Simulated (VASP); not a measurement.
## Li: relaxation of cell and atoms with PBE

Crystal: Li.

```
Li
1.0
    -1.75465    1.75465    1.75465
     1.75465   -1.75465    1.75465
     1.75465    1.75465   -1.75465
Li
1
Direct
  0.00000 0.00000 0.00000
```

- Program: VASP 6.6.1
- Task: relaxation of cell and atoms
- Functional: PBE
- Potentials or basis: VASP PAW PBE potentials, release 64 (Li_sv)
- Cutoff: 600 eV
- k mesh: 16 × 16 × 16
- Occupations: methfessel-paxton, width 0.1 eV
- Spin: no spin polarisation
- Further INCAR settings: ALGO = Normal; EDIFF = 1e-06; IBRION = 2; EDIFFG = -0.01; NSW = 90; ISIF = 3

The relaxed volume is 20.07 Å³/atom, the relaxed cell is a = 2.965 Å, b = 2.965 Å, c = 2.965 Å, α = 109.47°, β = 109.47°, γ = 109.47° and the space group after relaxing (to 0.05 Å) is Im-3m (No. 229). The energy gained by relaxing is 4.7 meV/atom, the ionic steps are 5 and the pressure after relaxing is 0.0 GPa. The band gap on the k mesh is none (metal or under the smearing width).

Step by step:
```tsv
step	energy change (eV)	largest force (eV/Å)	pressure (GPa)	volume (Å³)
1	0.0000	0.0000	-0.90	21.61
2	-0.0019	0.0000	-0.71	21.23
3	-0.0044	0.0000	-0.25	20.43
4	-0.0016	0.0000	0.91	18.88
5	-0.0047	0.0000	-0.03	20.07
```

Final structure:
```xyz
1
Lattice="-1.7120 1.7120 1.7120 1.7120 -1.7120 1.7120 1.7120 1.7120 -1.7120" Properties=species:S:1:pos:R:3 pbc="T T T"
Li    0.0000    0.0000    0.0000
```

Levels at points of the mesh, in eV from the Fermi level:
| k point | band 1 | band 2 | band 3 | band 4 | band 5 |
| --- | --- | --- | --- | --- | --- |
| (0.00, 0.00, 0.00) | -46.50 | -3.57 | 14.72 | 14.72 | 14.72 |
| (0.50, 0.00, 0.00) | -46.48 | 0.25 | 3.30 | 10.44 | 11.92 |
| (0.50, 0.50, 0.50) | -46.47 | 5.56 | 5.56 | 5.56 | 7.83 |

It took 16 s on 1 thread of Intel(R) Xeon(R) Platinum 8488C (Sapphire Rapids) (shared host), peak memory 0.13 GiB.

Caveat: the cutoff is under 1.25 times the usual one of these potentials, so pressure, stress and relaxed cells hold a basis-set (Pulay) error.
